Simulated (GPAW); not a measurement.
# CuO (P-6m2) in GPAW: single point with PBE

Aim: the single point of CuO with PBE.

All numbers are computed with GPAW 26.7.0; they aren't measurements. Logs are shortened: lines on timing, memory, paths and dates and some standing lists are left out, and cuts for length are marked. The log counts tension as positive stress, the text compression.

## Step 1: The crystal as given

The structure is hexagonal, space group P-6m2 (No. 187). The conventional cell has a = 2.836 Å, b = 2.836 Å, c = 2.768 Å, α = 90.00°, β = 90.00°, γ = 120.00°. Around Cu (site symmetry -6m2) lie 6 O at 2.14 Å. O (site symmetry -6m2) is surrounded by 6 Cu at 2.14 Å.

Measurements of this composition are mostly on another form, of space group No. 15.

## Step 2: Single point, PBE

Contents of run.py:

```python
from ase.io import read
from gpaw import PW
from gpaw.dft import DFT

atoms = read('CuO.cif')

dft = DFT(atoms,
          mode=PW(800),
          xc='PBE',
          kpts={'size': (11, 11, 10), 'gamma': True},
          occupations={'name': 'fermi-dirac', 'width': 0.05},
          nbands=19,
          convergence={'density': 1e-05, 'energy': 1e-05},
          maxiter=150,
          txt='gpaw.txt')
print(f'Energy: {dft.calculate_energy():.6f} eV')
print('Forces (eV/A):')
print(dft.calculate_forces().round(4))
print('Stress (eV/A^3):', dft.calculate_stress().round(6))
dft.write_gpw_file('gs.gpw')
```

Contents of CuO.cif:

```cif
data_CuO
_cell_length_a 2.83632511
_cell_length_b 2.83632511
_cell_length_c 2.76811278
_cell_angle_alpha 90.00000000
_cell_angle_beta 90.00000000
_cell_angle_gamma 120.00000000
_space_group_name_H-M_alt 'P1'
_space_group_name_Hall 'P 1'
_space_group_IT_number 1
loop_
_space_group_symop_operation_xyz
'x,y,z'
loop_
_atom_site_label
_atom_site_type_symbol
_atom_site_symmetry_multiplicity
_atom_site_Wyckoff_symbol
_atom_site_fract_x
_atom_site_fract_y
_atom_site_fract_z
_atom_site_occupancy
Cu1 Cu 1 a 0.0000000000 0.0000000000 0.0000000000 1
O1 O 1 a 0.6666666667 0.3333333333 0.5000000000 1
```

Potentials or basis: GPAW PAW data sets (gpaw-data 1.2.1), pw.

The run is started by

```bash
$ OMP_NUM_THREADS=1 python run.py
```

gpaw.txt:

```text
Diagonalizing LCAO Hamiltonian
Converting LCAO to pw mode

           O

       Cu

Atoms  # Å, Bohr magnetons
|   | symbol |        x |        y |        z |    initial magnetic moments |
|---|--------|----------|----------|----------|-----------------------------|
| 0 |     Cu | 0.000000 | 0.000000 | 0.000000 | ( 0.0000,  0.0000,  0.0000) |
| 1 |      O | 1.418163 | 0.818777 | 1.384056 | ( 0.0000,  0.0000,  0.0000) |

Unit cell  # Å
| periodic |         x |        y |        z |  lengths |     angles |
|----------|-----------|----------|----------|----------|------------|
|      yes |  2.836325 | 0.000000 | 0.000000 | 2.836325 |  90.000000 |
|      yes | -1.418163 | 2.456330 | 0.000000 | 2.836325 |  90.000000 |
|      yes |  0.000000 | 0.000000 | 2.768113 | 2.768113 | 120.000000 |

Number of symmetries: 12
Symmetry operations  # r_c * U_cc + t_c -> r_c
|    | kind |            matrix            |
|----|------|------------------------------|
|  0 |  σ   |  1, 1, 0,  0,-1, 0,  0, 0, 1 |
|  1 |  C2  |  1, 1, 0,  0,-1, 0,  0, 0,-1 |
|  2 |  E   |  1, 0, 0,  0, 1, 0,  0, 0, 1 |
|  3 |  σ   |  1, 0, 0,  0, 1, 0,  0, 0,-1 |
|  4 |  C3  |  0, 1, 0, -1,-1, 0,  0, 0, 1 |
|  5 |  S3  |  0, 1, 0, -1,-1, 0,  0, 0,-1 |
|  6 |  σ   |  0,-1, 0, -1, 0, 0,  0, 0, 1 |
|  7 |  C2  |  0,-1, 0, -1, 0, 0,  0, 0,-1 |
|  8 |  σ   | -1, 0, 0,  1, 1, 0,  0, 0, 1 |
|  9 |  C2  | -1, 0, 0,  1, 1, 0,  0, 0,-1 |
| 10 |  C3  | -1,-1, 0,  1, 0, 0,  0, 0, 1 |
| 11 |  S3  | -1,-1, 0,  1, 0, 0,  0, 0,-1 |

BZ-sampling:
  Number of BZ points: 1210
  Number of IBZ points: 96

  Monkhorst-Pack size: [11, 11, 10]
  Monkhorst-Pack shift: [0.0, 0.0, 0.05]

K-points  # in reciprocal-cell coordinates
|     |                                coordinates |     weight |
|-----|--------------------------------------------|------------|
|   0 | (  0.00000000,   0.00000000,   0.00000000) | 0.00082645 |
|   1 | (  0.00000000,   0.00000000,   0.10000000) | 0.00165289 |
|   2 | (  0.00000000,   0.00000000,   0.20000000) | 0.00165289 |
|   3 | (  0.00000000,   0.00000000,   0.30000000) | 0.00165289 |
|   4 | (  0.00000000,   0.00000000,   0.40000000) | 0.00165289 |
|   5 | (  0.00000000,   0.00000000,   0.50000000) | 0.00082645 |
|   6 | (  0.09090909,   0.00000000,   0.00000000) | 0.00495868 |
|   7 | (  0.09090909,   0.00000000,   0.10000000) | 0.00991736 |
|   8 | (  0.09090909,   0.00000000,   0.20000000) | 0.00991736 |
|   9 | (  0.09090909,   0.00000000,   0.30000000) | 0.00991736 |
| ... |                                            |            |
|  95 | (  0.45454545,   0.45454545,   0.50000000) | 0.00495868 |

Plane wave coefficients: 1021
Cutoff: 800.0 eV

Spin-components: 1 (collinear spins)
Bands:           19
Projectors:      11
Spin-degeneracy: 2
Datatype:        complex128

Parallelization:
  kpt:    1
  domain: 1
  band:   1

Density:
  Valence electrons: 17.0
  Components: 1
  Grid points: [20 20 20]
  Charge: 0.0  # |e|

Potential:
  Grid points: [20 20 20]

species:
  Cu:
    name:    Copper
    Z:       29.0
    valence: 11
    core:    18
    charge:  0.0  # [|e|]
    compensation charges:
      type: gauss
      rc: 0.33  # [Å]
      lmax: 2
    cutoffs:
      filter: 2.06  # [Å]
      core: 2.43  # [Å]
    projectors
    | kind |    occ | energy [eV] | rcut [Å] |
    |------|--------|-------------|----------|
    |   4s |  1.000 |      -4.609 |    1.164 |
    |   4p |  0.000 |      -0.698 |    1.164 |
    |   3d | 10.000 |      -5.039 |    1.058 |
    |    s |        |      22.603 |    1.164 |
    |    p |        |      26.513 |    1.164 |
    |    d |        |      22.172 |    1.058 |

    Using partial waves for Cu as LCAO basis

  O:
    name:    Oxygen
    Z:       8.0
    valence: 6
    core:    2
    charge:  0.0  # [|e|]
    compensation charges:
      type: gauss
      rc: 0.21  # [Å]
      lmax: 2
    cutoffs:
      filter: 1.17  # [Å]
      core: 0.83  # [Å]
    projectors
    | kind |    occ | energy [eV] | rcut [Å] |
    |------|--------|-------------|----------|
    |   2s |  2.000 |     -23.961 |    0.688 |
    |   2p |  4.000 |      -9.029 |    0.598 |
    |    s |        |       3.251 |    0.688 |
    |    p |        |      18.182 |    0.598 |
    |    d |        |       0.000 |    0.619 |

    Using partial waves for O as LCAO basis

Reference energy: -47062.304142  # eV

eigensolver:
  PPCG
  Converge bands: occupied
  niter=2

density mixing:
  MSR1-Mixer
  Pratt-step length: 0.05
  Maximum mixing coefficient: 0.75
  Old densities: 10
  SVD Regularization: 0.005
  Good broyden scale: 1.0
  Trust region scale: 1.0
  Backstep threshold: 4.0
  History deletion threshold: 6.0
  Fourier metric: weight=20.0, sigma=0.015

occupation numbers:
  Fermi-Dirac:
    width: 0.0500  # eV

poisson solver:
  ecut: 6400.0  # eV

xc functional:
  name: PBE with 2 nearest neighbor stencil

convergence criteria:
[... 6 lines left out ...]
|iter     | |      energy | eigst |  dens |
|---------|-|-------------|-------|-------|
|iter:   1| |  -12.279684 | -0.10 |       |
|iter:   2| |  -11.025353 | -2.16 | -0.89 |
|iter:   3| |   -9.352564 | -1.51 | -0.98 |
|iter:   4| |   -9.313318 | -3.28 | -1.57 |
|iter:   5| |   -9.304843 | -3.17 | -1.76 |
|iter:   6| |   -9.291961 | -3.68 | -2.00 |
|iter:   7| |   -9.291661 | -5.08 | -2.66 |
|iter:   8| |   -9.291640 | -6.33 | -3.28 |
|iter:   9| |   -9.291641c| -8.06c| -4.13 |
|iter:  10| |   -9.291641c| -7.80c| -4.71 |
|iter:  11| |   -9.291641c| -8.48c| -5.34c|
SCF steps: 11
Energy contributions relative to reference atoms: (reference = -47062.304142)

Energy contributions:
  Kinetic:           0.237463
  Coulomb:          -2.661620
  Zero:              0.291407
  External:          0.000000
  Xc:               -7.147055
  Entropy:          -0.023671
  Spinorbit:         0.000000
  ----------------------------
  Free energy:      -9.303477
  Extrapolated:     -9.291641

Forces  # eV/Ang
|        x |        y |       z |
|----------|----------|---------|
| -0.00000 | -0.00000 | 0.00000 |  # Cu   0
| -0.00000 | -0.00000 | 0.00000 |  # O    1

Stress tensor  # eV/Ang^3
|         x |         y |        z |
|-----------|-----------|----------|
| -0.024421 |  0.000000 | 0.000000 |
|  0.000000 | -0.024421 | 0.000000 |
|  0.000000 |  0.000000 | 0.036830 |

Writing to gs.gpw (mode='')

  __  _  _
 | _ |_)|_||  |
 |__||  | ||/\| - 26.7.0

Input parameters:
  mode=PW(ecut=800.0),
  convergence={'density': 1e-05, 'energy': 1e-05},
  kpts=MonkhorstPack(size=(11, 11, 10), gamma=True),
  maxiter=150,
  nbands=19,
  occupations=Occupations(name='fermi-dirac', width=0.05),
  xc=XC(name='PBE')
# Writing to gs.gpw (mode='')
```

Run time: 32 s. Hardware: 1 thread of Arm Neoverse V1, shared host; peak memory 0.2 GiB.

Results:

```
Free energy            : -9.3035 eV
Pressure               : 0.6 GPa
Band gap on the k mesh : none (metal or under the smearing width)
```

Levels at points of the mesh, in eV from the Fermi level:
| k point | band 7 | band 8 | band 9 | band 10 | band 11 | band 12 |
| --- | --- | --- | --- | --- | --- | --- |
| (0.00, 0.00, 0.00) | -1.73 | -0.13 | -0.13 | 1.10 | 15.20 | 16.69 |
| (0.00, 0.00, 0.50) | -1.51 | -0.18 | -0.18 | 7.16 | 7.64 | 21.03 |

Caveat: with this Cu data set, volumes or pressures lay over 1.5 % or 2 GPa off other programs in two to four cells of ten; an odd number of electrons without spin polarisation forces a metal; a magnetic or distorted state may lie lower; the run has no spin polarisation, though such a crystal can be magnetic; semilocal functionals often make such compounds metallic where correlation or magnetic order opens a gap, which also shifts bond lengths. With open d or f shells a metallic result of PBE can be an artefact of self-interaction; +U or a hybrid may open a gap.
